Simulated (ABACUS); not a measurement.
# ZrC (Fm-3m) in ABACUS: further runs

The runs below take ZrC through equation of state, with PBE.

Everything below comes from runs of ABACUS 3.10.1. Logs are shortened: lines on timing, memory, paths and dates and some standing lists are left out, and cuts for length are marked.

### 1 The structure

It takes space group Fm-3m (No. 225, cubic). The conventional cell has a = 4.730 Å, b = 4.730 Å, c = 4.730 Å, α = 90.00°, β = 90.00°, γ = 90.00°. Around Zr (site symmetry m-3m) lie 6 C at 2.37 Å. C (site symmetry m-3m) has 6 Zr at 2.37 Å as nearest neighbours.

### 2 Equation of state, PBE, 12.43 Å³/atom (volume scaled by 0.94)

Contents of INPUT:

```
INPUT_PARAMETERS
suffix              ZrC
calculation         scf
basis_type          pw
pseudo_dir          ./
symmetry            1
dft_functional      pbe
ecutwfc             82
pseudo_rcut         7
nspin               1
nbands              12
ks_solver           dav
smearing_method     fd
smearing_sigma      0.00367493
scf_thr             1e-08
scf_nmax            100
mixing_type         broyden
mixing_beta         0.7
cal_force           1
cal_stress          1
kpar                4
```

Contents of STRU:

```
ATOMIC_SPECIES
Zr 91.2240 Zr.upf
C 12.0110 C.upf

LATTICE_CONSTANT
1.8897261246

LATTICE_VECTORS
0.0000000000 2.3167211471 2.3167211471
2.3167211471 0.0000000000 2.3167211471
2.3167211471 2.3167211471 0.0000000000

ATOMIC_POSITIONS
Direct

Zr
0.0
1
0.5000000000 0.5000000000 0.5000000000 1 1 1

C
0.0
1
0.0000000000 0.0000000000 0.0000000000 1 1 1
```

Contents of KPT:

```
K_POINTS
0
Gamma
7 7 7 0 0 0
```

Potentials or basis: Ansatz NC PBE, plane waves.

Command:

```console
> OMP_NUM_THREADS=1 mpirun -np 4 abacus > log
```

running log:

```text
[... set-up lines left out ...]
 PW ALGORITHM --------------- ION=   1  ELEC=   1--------------------------------

 Density error is 0.636087550147
                          Error Threshold = 0.01
----------------------------------------------------------
     Energy           Rydberg                 eV
----------------------------------------------------------
 E_KohnSham     -113.1056916654      -1538.8818828807
 E_Harris       -114.6496524626      -1559.8885472113
 E_Fermi        1.0617906736         14.4464032438
----------------------------------------------------------

 PW ALGORITHM --------------- ION=   1  ELEC=   2--------------------------------

 Density error is 0.71003712886
                          Error Threshold = 0.00397554718842
----------------------------------------------------------
     Energy           Rydberg                 eV
----------------------------------------------------------
 E_KohnSham     -113.2775454105      -1541.2200730370
 E_Harris       -112.3163431150      -1528.1422448870
 E_Fermi        1.1987753513         16.3101753995
----------------------------------------------------------

 PW ALGORITHM --------------- ION=   1  ELEC=   3--------------------------------

 Density error is 0.00223908291996
                          Error Threshold = 0.00397554718842
----------------------------------------------------------
     Energy           Rydberg                 eV
----------------------------------------------------------
 E_KohnSham     -113.3951688011      -1542.8204213665
 E_Harris       -113.4700097299      -1543.8386844416
 E_Fermi        1.1575845248         15.7497454542
----------------------------------------------------------

 PW ALGORITHM --------------- ION=   1  ELEC=   4--------------------------------

 Density error is 0.000660625325914
                          Error Threshold = 1.39942682497e-05
----------------------------------------------------------
     Energy           Rydberg                 eV
----------------------------------------------------------
 E_KohnSham     -113.3976596177      -1542.8543106655
 E_Harris       -113.4242416213      -1543.2159773778
 E_Fermi        1.1505747464         15.6543725254
----------------------------------------------------------

 PW ALGORITHM --------------- ION=   1  ELEC=   5--------------------------------

 Density error is 1.01049529329e-05
                          Error Threshold = 4.12890828696e-06
----------------------------------------------------------
     Energy           Rydberg                 eV
----------------------------------------------------------
 E_KohnSham     -113.3977487987      -1542.8555240354
 E_Harris       -113.4065433066      -1542.9751794538
 E_Fermi        1.1537791416         15.6979705589
----------------------------------------------------------

 PW ALGORITHM --------------- ION=   1  ELEC=   6--------------------------------

 Density error is 1.85398830755e-05
                          Error Threshold = 6.31559558306e-08
----------------------------------------------------------
     Energy           Rydberg                 eV
----------------------------------------------------------
 E_KohnSham     -113.3977529378      -1542.8555803501
 E_Harris       -113.3922681687      -1542.7809562378
 E_Fermi        1.1544024618         15.7064512658
----------------------------------------------------------

 PW ALGORITHM --------------- ION=   1  ELEC=   7--------------------------------

 Density error is 5.0681759733e-07
                          Error Threshold = 6.31559558306e-08
----------------------------------------------------------
     Energy           Rydberg                 eV
----------------------------------------------------------
 E_KohnSham     -113.3977548171      -1542.8556059198
 E_Harris       -113.3950783001      -1542.8191900378
 E_Fermi        1.1539391681         15.7001478310
----------------------------------------------------------

 PW ALGORITHM --------------- ION=   1  ELEC=   8--------------------------------

 Density error is 4.1222071583e-09
                          Error Threshold = 3.16760998332e-09
----------------------------------------------------------
     Energy           Rydberg                 eV
----------------------------------------------------------
 E_KohnSham     -113.3977549633      -1542.8556079092
 E_KS(sigma->0) -113.3976464417      -1542.8541313972
 E_Harris       -113.3978516623      -1542.8569235658
 E_band         -2.5287431369        -34.4053154401
 E_one_elec     -5.3753057053        -73.1347860845
 E_Hartree      12.1384435637        165.1519973183
 E_xc           -24.4322239209       -332.4174601363
 E_Ewald        -95.7284518577       -1302.4524059827
 E_entropy(-TS) -0.0002170432        -0.0029530240
 E_descf        0.0000000000         0.0000000000
 E_exx          0.0000000000         0.0000000000
 E_Fermi        1.1539037512         15.6996659598
----------------------------------------------------------

 charge density convergence is achieved
 final etot is -1542.8556079 eV
 EFERMI = 15.69966596 eV

 STATE ENERGY(eV) AND OCCUPATIONS    NSPIN == 1
 1/5 kpoint (Cartesian) = 0.0000 0.0000 0.0000 (2085 pws)
       1       -32.2069     0.00583090
       2       -9.89298     0.00583090
       3       -9.89298     0.00583090
       4       -9.89298     0.00583090
       5        4.26310     0.00583090
       6        16.6684    2.24696e-11
       7        16.8241    9.97648e-13
       8        16.8241    9.97648e-13
       9        16.8241    9.97648e-13
      10        18.6549    1.24979e-28
      11        18.6549    1.24979e-28
      12        23.5306    5.58524e-71

 2/5 kpoint (Cartesian) = 0.030832 0.030832 0.030832 (2106 pws)
       1       -32.1838      0.0466472
       2       -10.0953      0.0466472
       3       -9.91017      0.0466472
       4       -9.91017      0.0466472
       5        4.74645      0.0466472
       6        14.6357      0.0466472
       7        15.0641      0.0466471
       8        15.0641      0.0466471
       9        17.4650    2.16463e-17
      10        17.4650    2.16463e-17
      11        17.9435    1.51015e-21
      12        20.6178    8.92861e-45

 3/5 kpoint (Cartesian) = 0.061664 0.061664 0.061664 (2099 pws)
       1       -32.1315      0.0466472
       2       -10.5238      0.0466472
       3       -9.94836      0.0466472
       4       -9.94836      0.0466472
       5        5.95183      0.0466472
       6        12.3605      0.0466472
       7        13.5426      0.0466472
       8        13.5426      0.0466472
       9        18.7518    1.43863e-28
      10        18.7518    1.43863e-28
      11        18.8866    9.70815e-30
      12        23.5367    3.95448e-70

 4/5 kpoint (Cartesian) = 0.092495 0.092495 0.092495 (2084 pws)
       1       -32.0891      0.0466472
       2       -10.8456      0.0466472
       3       -9.97859      0.0466472
       4       -9.97859      0.0466472
       5        7.27306      0.0466472
       6        10.5891      0.0466472
       7        12.7417      0.0466472
       8        12.7417      0.0466472
       9        20.1826    5.37872e-41
      10        20.1826    5.37872e-41
      11        20.5477    3.62770e-44
      12        23.3518    1.59743e-68

 5/5 kpoint (Cartesian) = 0.0000 0.0000 0.061664 (2097 pws)
       1       -32.1762      0.0349854
       2       -10.0800      0.0349854
       3       -9.95595      0.0349854
       4       -9.95595      0.0349854
       5        4.85825      0.0349854
       6        13.7808      0.0349854
       7        15.5569      0.0330829
       8        15.5569      0.0330829
       9        16.0290    4.81538e-05
      10        18.8569    1.32001e-29
      11        18.8569    1.32001e-29
      12        18.9339    2.82807e-30

------------------------------------------------------------------------------------------
 TOTAL-FORCE (eV/Angstrom)
------------------------------------------------------------------------------------------
                       Zr1         0.0000000000         0.0000000000         0.0000000000
                        C1         0.0000000000         0.0000000000         0.0000000000
------------------------------------------------------------------------------------------

----------------------------------------------------------------
 TOTAL-STRESS (KBAR)
----------------------------------------------------------------
       119.1337300985         0.0000000000        -0.0000000000
         0.0000000000       119.1337300985        -0.0000000000
         0.0000000000        -0.0000000000       119.1337300985
----------------------------------------------------------------
 TOTAL-PRESSURE: 119.133730 KBAR

 --------------------------------------------
 !FINAL_ETOT_IS -1542.8556079091770243 eV
 --------------------------------------------
```

It took 1.4 s on 4 MPI ranks of AMD EPYC 9R45 (Zen 5), shared host; peak memory 0.28 GiB.

What came out:

```yaml
Free_energy: -1542.8556 eV
Pressure: 11.9 GPa
Band_gap_on_the_k_mesh: none (metal or under the smearing width)
```

### 3 Equation of state, PBE, 12.96 Å³/atom (volume scaled by 0.98)

INPUT is that of step 2.

STRU: that of step 2 with these lines changed.

```diff
@@ -8,5 +8,5 @@
 LATTICE_VECTORS
-0.0000000000 2.3167211471 2.3167211471
-2.3167211471 0.0000000000 2.3167211471
-2.3167211471 2.3167211471 0.0000000000
+0.0000000000 2.3491270385 2.3491270385
+2.3491270385 0.0000000000 2.3491270385
+2.3491270385 2.3491270385 0.0000000000
```

KPT is that of step 2.

Potentials or basis: Ansatz NC PBE, plane waves.

Command:

```console
> OMP_NUM_THREADS=1 mpirun -np 4 abacus > log
```

Run time: 1.6 s. Hardware: 4 MPI ranks of AMD EPYC 9R45 (Zen 5), shared host; peak memory 0.28 GiB.

Results (log left out):

| Quantity | Value |
| --- | --- |
| Free energy | -1542.8991 eV |
| Pressure | 1.6 GPa |
| Band gap on the k mesh | none (metal or under the smearing width) |

### 4 Equation of state, PBE, 13.49 Å³/atom (volume scaled by 1.02)

INPUT is that of step 3.

STRU: that of step 3 with these lines changed.

```diff
@@ -8,5 +8,5 @@
 LATTICE_VECTORS
-0.0000000000 2.3491270385 2.3491270385
-2.3491270385 0.0000000000 2.3491270385
-2.3491270385 2.3491270385 0.0000000000
+0.0000000000 2.3806627081 2.3806627081
+2.3806627081 0.0000000000 2.3806627081
+2.3806627081 2.3806627081 0.0000000000
```

KPT is that of step 3.

Command:

```console
> OMP_NUM_THREADS=1 mpirun -np 4 abacus > log
```

It took 1.6 s on 4 MPI ranks of AMD EPYC 9R45 (Zen 5), shared host; peak memory 0.28 GiB.

It converged, with:

```
Free energy            : -1542.8808 eV
Pressure               : -6.8 GPa
Band gap on the k mesh : none (metal or under the smearing width)
```

### 5 Equation of state, PBE, 14.02 Å³/atom (volume scaled by 1.06)

INPUT is that of step 4.

STRU: that of step 4 with these lines changed.

```diff
@@ -8,5 +8,5 @@
 LATTICE_VECTORS
-0.0000000000 2.3806627081 2.3806627081
-2.3806627081 0.0000000000 2.3806627081
-2.3806627081 2.3806627081 0.0000000000
+0.0000000000 2.4113843250 2.4113843250
+2.4113843250 0.0000000000 2.4113843250
+2.4113843250 2.4113843250 0.0000000000
```

KPT is that of step 4.

Command:

```console
> OMP_NUM_THREADS=1 mpirun -np 4 abacus > log
```

Wall time 1.7 s (4 MPI ranks of AMD EPYC 9R45 (Zen 5), shared host); peak memory 0.28 GiB.

Results (log left out):

```
Free energy            : -1542.8123 eV
Pressure               : -13.7 GPa
Band gap on the k mesh : none (metal or under the smearing width)
```

### 6 Equation of state, PBE

Potentials or basis: Ansatz NC PBE, plane waves.

This step only gathers the single runs of the series.

What came out:

- Equilibrium volume: 13.06 Å³/atom
- Bulk modulus: 222 GPa
- Pressure derivative of the bulk modulus: 4.1 (rough: it moves with the points fitted)

Energy against volume, from the lowest point:
| volume (Å³/atom) | energy (meV/atom) |
| --- | --- |
| 12.434 | 21.73 |
| 12.963 | 0.00 |
| 13.493 | 9.13 |
| 14.022 | 43.40 |
